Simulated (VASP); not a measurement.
# Ru in VASP: reference runs

Aim: a first look at Ru with PBE, on the cell as given.

Everything below comes from runs of VASP 6.6.1. Logs are shortened: lines on timing, memory, paths and dates and some standing lists are left out, and cuts for length are marked.

## (1) The undisturbed slab

The cell holds a slab with vacuum, 5 atoms: a = 2.708 Å, b = 2.708 Å, c = 23.845 Å, α = 90.00°, β = 90.00°, γ = 120.00°.

The slab is cut from a database's or a generator's crystal, which needn't be the stable form of the element.

## (2) Single point, PBE (the (1 1 1) slab of Ru, cut from the database cell, not relaxed)

INCAR reads:

```
SYSTEM = Ru
  PREC = Accurate
  ENCUT = 520
  EDIFF = 1E-7
  ISMEAR = -1
  SIGMA = 0.05
  LREAL = .False.
  LASPH = .True.
  NELM = 80
  ALGO = Normal
  ISIF = 2
  LWAVE = .False.
  LCHARG = .True.
  LDIPOL = .True.
  IDIPOL = 3
  DIPOL = 0.5 0.5 0.500
  GGA = PE
  LELF = .True.
  LVHAR = .True.
  LVACPOTAV = .True.
  NBANDS = 43
```

KPOINTS reads:

```
Automatic mesh
0
Gamma
  11 11 1
  0 0 0
```

POSCAR reads:

```
Ru
1.0
    2.7082189719      0.0000000000      0.0000000000
   -1.3541094860      2.3453864287      0.0000000000
    0.0000000000      0.0000000000     23.8450061240
Ru
5
Direct
    0.6666666667      0.3333333333      0.3145312675
    0.3333333333      0.6666666667      0.4072656338
    0.0000000000      0.0000000000      0.5000000000
    0.6666666667      0.3333333333      0.5927343662
    0.3333333333      0.6666666667      0.6854687325
```

Potentials or basis: VASP PAW PBE potentials, release 64 (Ru_pv).

Launch:

```bash
$ cat potpaw_PBE.64/Ru_pv/POTCAR > POTCAR
$ mpirun -np 1 vasp_std > vasp.out
```

OUTCAR:

```text
SYSTEM = Ru
   PREC = Accurate
   ENCUT = 520
   EDIFF = 1E-7
   ISMEAR = -1
   LREAL = .False.
   LASPH = .True.
   NELM = 80
   ISIF = 2
   GGA = PE

 ion  position               nearest neighbor table
   1  0.667  0.333  0.315-   2 2.71   2 2.71   2 2.71
   2  0.333  0.667  0.407-   3 2.71   3 2.71   3 2.71   1 2.71   1 2.71   1 2.71
   3  0.000  0.000  0.500-   2 2.71   4 2.71   4 2.71   2 2.71   4 2.71   2 2.71
   4  0.667  0.333  0.593-   3 2.71   3 2.71   3 2.71   5 2.71   5 2.71   5 2.71
   5  0.333  0.667  0.685-   4 2.71   4 2.71   4 2.71

  LATTYP: Found a hexagonal cell.
 ALAT       =     2.7082189719
 C/A-ratio  =     8.8046817379

  Lattice vectors:

 A1 = (   2.7082189719,   0.0000000000,   0.0000000000)
 A2 = (  -1.3541094860,   2.3453864287,   0.0000000000)
 A3 = (   0.0000000000,   0.0000000000,  23.8450061240)

Analysis of symmetry for initial positions (statically):
=====================================================================
 Subroutine PRICEL returns:
 Original cell was already a primitive cell.

 Routine SETGRP: Setting up the symmetry group for a
 hexagonal supercell.

 Subroutine GETGRP returns: Found 12 space group operations
 (whereof 12 operations were pure point group operations)
 out of a pool of 24 trial point group operations.

The static configuration has the point symmetry D_3d.

Analysis of symmetry for dynamics (positions and initial velocities):
=====================================================================
 Subroutine PRICEL returns:
 Original cell was already a primitive cell.

 Routine SETGRP: Setting up the symmetry group for a
 hexagonal supercell.

 Subroutine GETGRP returns: Found 12 space group operations
 (whereof 12 operations were pure point group operations)
 out of a pool of 24 trial point group operations.

The dynamic configuration has the point symmetry D_3d.

 Subroutine INISYM returns: Found 12 space group operations
 (whereof 12 operations are pure point group operations),
 and found     1 'primitive' translations

----------------------------------------------------------------------------------------

                                     Primitive cell

  volume of cell :     151.4592

[... 84 lines left out ...]
   NELM   =     80;   NELMIN=  2; NELMDL= -5     # of ELM steps
   EDIFF  = 0.1E-06   stopping-criterion for ELM
   LREAL  =      F    real-space projection
   EDIFFG = 0.1E-05   stopping-criterion for IOM
   NSW    =      0    number of steps for IOM
   IBRION =     -1    ionic relax: 0-MD 1-quasi-New 2-CG
   NFREE  =      0    steps in history (QN), initial steepest desc. (CG)
   ISIF   =      2    stress and relaxation
   ISYM   =      2    0-nonsym 1-usesym 2-fastsym
   POTIM  = 0.5000    time-step for ionic-motion
   TEBEG  =    0.0;   TEEND  =   0.0 temperature during run
   PSTRESS=    0.0 pullay stress
   NELECT =      70.0000    total number of electrons
   NUPDOWN=      -1.0000    fix difference up-down
   EMIN   =  10.00;   EMAX   =-10.00  energy-range for DOS
   EFERMI =   0.00;   METHOD = LEGACY
   ISMEAR =    -1;   SIGMA  =   0.05  broadening in eV -4-tet -1-fermi 0-gaus
   EFERMI_NEDOS =   21; number of points for ismear=-14 and -15
   IALGO  =     38    algorithm
   IMIX   =      4    mixing-type and parameters
     AMIX     =   0.40;   BMIX     =  1.00
     AMIX_MAG =   1.60;   BMIX_MAG =  1.00
  volume/ion in A,a.u.               =      30.29       204.42
  Fermi-wavevector in a.u.,A,eV,Ry     =   1.265734  2.391890 21.797642  1.602082
  Thomas-Fermi vector in A             =   2.398971
   LORBIT       =      0    0 simple, 1 ext, 2 COOP (PROOUT), +10 PAW based schemes
   GGA     = PE    functional components
   LHFCALC =     F    Hartree Fock is set to
   AEXX    =    0.0000 exact exchange contribution
   IVDW    =     0    specifies the selected vdW correction
   LEPSILON=     F    determine dielectric tensor
   LRPA    =     F    only Hartree local field effects (RPA)
 non-spin polarized calculation
  energy-cutoff  :      520.00
  volume of cell :      151.46
 maximum number of plane-waves:      4123
   NGX = 11   NGY = 11   NGZ = 89

 number of electron      70.0000010 magnetization

 dipolmoment           0.000000      0.000000     -0.000000 electrons x Angstroem

 Free energy of the ion-electron system (eV)
  ---------------------------------------------------
  ext. energy  EPLUGINS =         0.00000000
  ---------------------------------------------------
  free energy    TOTEN  =       -43.59564696 eV

  energy without entropy =      -43.53145116  energy(sigma->0) =      -43.56354906

 E-fermi :   2.9616     XC(G=0):  -7.2830

 val. band max:        2.9407997869   @ k =   0.2727   0.0000   0.0000
 cond. band min:       2.9840806956   @ k =   0.4545   0.0909   0.0000
 fundamental gap:      0.0432809087
 Fermi energy:         2.9615698879

 k-point     1 :       0.0000    0.0000    0.0000
  band No.  band energies     occupation
      1     -40.3569      2.00000
      2     -40.1670      2.00000
      3     -39.7541      2.00000
      4     -39.6336      2.00000
      5     -39.6336      2.00000
      6     -39.6225      2.00000
[... 725 lines left out ...]
     42       9.8424      0.00000
     43      10.1820      0.00000

------------------------ aborting loop because EDIFF is reached ----------------------------------------

  FORCE on cell =-STRESS in cart. coord.  units (eV):
  Direction    XX          YY          ZZ          XY          YZ          ZX
  --------------------------------------------------------------------------------------
  -------------------------------------------------------------------------------------
  Total       -5.0598449     -5.0598449     -4.8760244      0.0000000      0.0000000      0.0000000
  in kB      -53.5244442    -53.5244442    -51.5799401      0.0000000      0.0000000      0.0000000
  external PRESSURE =     -52.8762762 kB  Pullay stress =       0.0000000 kB

 VOLUME and BASIS-vectors are now :
 -----------------------------------------------------------------------------
  energy-cutoff  :      520.00
  volume of cell :      151.46
      direct lattice vectors                 reciprocal lattice vectors
     2.708218972  0.000000000  0.000000000     0.369246361  0.213184486  0.000000000
    -1.354109486  2.345386429  0.000000000     0.000000000  0.426368972  0.000000000
     0.000000000  0.000000000 23.845006124     0.000000000  0.000000000  0.041937502

 POSITION                                       TOTAL-FORCE (eV/Angst)
 -----------------------------------------------------------------------------------
      1.35411      0.78180      7.50000         0.000000      0.000000      0.956998
     -0.00000      1.56359      9.71125         0.000000      0.000000     -0.826007
      0.00000      0.00000     11.92250        -0.000000      0.000000      0.000000
      1.35411      0.78180     14.13375        -0.000000      0.000000      0.826007
     -0.00000      1.56359     16.34501        -0.000000     -0.000000     -0.956998
 -----------------------------------------------------------------------------------
    total drift:                               -0.000000     -0.000000      0.000000

  FREE ENERGIE OF THE ION-ELECTRON SYSTEM (eV)
  ---------------------------------------------------
  free  energy   TOTEN  =       -43.5956469599 eV

  energy  without entropy=      -43.5314511645  energy(sigma->0) =      -43.56354906

 vacuum level on the upper side and lower side of the slab         8.031         8.031
```

OSZICAR:

```text
N       E                     dE             d eps       ncg     rms          rms(c)
DAV:   1     0.762275178066E+03    0.76228E+03   -0.44341E+04  1664   0.159E+03
DAV:   2    -0.229869245947E+02   -0.78526E+03   -0.76684E+03  1491   0.480E+02
DAV:   3    -0.462608867155E+02   -0.23274E+02   -0.22064E+02  1726   0.802E+01
DAV:   4    -0.470315162800E+02   -0.77063E+00   -0.76084E+00  1686   0.116E+01
[... 19 lines left out ...]
DAV:  24    -0.435956418967E+02   -0.67216E-05   -0.29840E-07  1014   0.350E-03    0.106E-03
DAV:  25    -0.435956450390E+02   -0.31423E-05   -0.15342E-07   847   0.183E-03    0.258E-04
DAV:  26    -0.435956467104E+02   -0.16714E-05   -0.88984E-08   834   0.661E-04    0.322E-04
DAV:  27    -0.435956468895E+02   -0.17910E-06   -0.76083E-09   726   0.214E-04    0.148E-04
DAV:  28    -0.435956469599E+02   -0.70339E-07   -0.40774E-09   703   0.195E-04
   1 F= -.43595647E+02 E0= -.43563549E+02  d E =-.641958E-01
```

Wall time 2.1 min (1 thread of AMD EPYC 9R45 (Zen 5), shared host); peak memory 0.26 GiB.

Results:

```
Free energy                     : -43.5956 eV
Largest force                   : 0.957 eV/Å
Band gap on the k mesh          : none (metal or under the smearing width)
Work function of the upper face : 5.07 eV
Work function of the lower face : 5.07 eV
```

Forces on the atoms (eV/Å):
```
Ru   0.000  0.000  0.957
Ru   0.000  0.000 -0.826
Ru   0.000  0.000  0.000
Ru   0.000  0.000  0.826
Ru   0.000  0.000 -0.957
```
